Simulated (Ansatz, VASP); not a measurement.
Nb: VASP beside Ansatz

Contents of POSCAR:

```
Nb
1.0
   -1.6686421422      1.6686421422      1.6686421422
    1.6686421422     -1.6686421422      1.6686421422
    1.6686421422      1.6686421422     -1.6686421422
Nb
1
Direct
    0.0000000000      0.0000000000      0.0000000000
```

File INCAR.step1:

```
SYSTEM = Nb
  PREC = Accurate
  ENCUT = 520
  ISMEAR = 0
  SIGMA = 0.1
  LREAL = .False.
  LASPH = .True.
  NELM = 60
  NBANDS = 12
  GGA = PE
  ALGO = Normal
  EDIFF = 1E-4
  LWAVE = .True.
  LCHARG = .False.
```

File INCAR.step2:

```
SYSTEM = Nb
  PREC = Accurate
  ENCUT = 520
  EDIFF = 1E-6
  ISMEAR = 0
  SIGMA = 0.1
  LREAL = .False.
  LASPH = .True.
  NELM = 60
  ALGO = Normal
  ISIF = 2
  LWAVE = .False.
  LCHARG = .False.
  METAGGA = R2SCAN
  LMIXTAU = .True.
  NBANDS = 12
  ISTART = 1
```

The input KPOINTS:

```
Automatic mesh
0
Gamma
  18 18 18
  0 0 0
```

Input for Ansatz:

```yaml
crystal:
  lattice:
    - [-1.6686421422, 1.6686421422, 1.6686421422]
    - [1.6686421422, -1.6686421422, 1.6686421422]
    - [1.6686421422, 1.6686421422, -1.6686421422]
  atoms:
    - { symbol: Nb, position: [0.0, 0.0, 0.0] }
basis:
  ecutwfc: 500
kpoints:
  mp_grid: { grid: [18, 18, 18] }
hamiltonian:
  xc: r2scan
scf:
  occupations: { method: gaussian, width: 0.1 }
output:
  forces: true
  stress: true
  eigenvalues: true
```

Alike in both runs: task single point; functional r2SCAN; k mesh 18 × 18 × 18; occupations gaussian, width 0.1 eV; no spin polarisation.

|  | VASP | Ansatz |
| --- | --- | --- |
| version | VASP 6.6.1 | Ansatz 0.2.0 |
| potentials or method | VASP PAW PBE potentials, release 64 (Nb_sv) | scalar-relativistic, plane waves, PAW |
| plane-wave cutoff (eV) | 520 | 500 |
| valence electrons in the cell | 13 | 13 |

|  | VASP | Ansatz | Ansatz less VASP |
| --- | --- | --- | --- |
| gap on the k mesh at the Fermi level (eV) | none | none | - |
| pressure (GPa) | -5.1 | -4.9 | +0.16 |

A gap of «none» marks a metal or a gap that the smearing closes.

Caveats: the PAW data sets were made with another functional, which shifts forces and pressure a little (VASP).
